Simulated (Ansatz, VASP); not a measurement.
## ZrB2 in VASP and in Ansatz

```
Zr B
1.0
     3.17075    0.00000    0.00000
    -1.58538    2.74595    0.00000
     0.00000    0.00000    3.54291
Zr B
1 2
Direct
  0.00000 0.00000 0.00000
  0.33333 0.66667 0.50000
  0.66667 0.33333 0.50000
```

Alike in both runs: functional PBE; k mesh 12 × 12 × 9; no spin polarisation.

Ansatz relaxed the structure, and its values are those at the end. VASP's run is a single point on that final structure, the one shown.

```csv
,VASP,Ansatz
version,VASP 6.6.1,Ansatz 0.2.0
potentials or method,"VASP PAW PBE potentials, release 64 (Zr_sv, B)","plane waves, PAW"
plane-wave cutoff (eV),520,420
occupations,"methfessel-paxton of order 1, width 0.15 eV","cold, width 0.15 eV"
valence electrons in the cell,18,18
```

|  | VASP | Ansatz | Ansatz less VASP |
| --- | --- | --- | --- |
| pressure (GPa) | 0.1 | 0.0 | -0.13 |
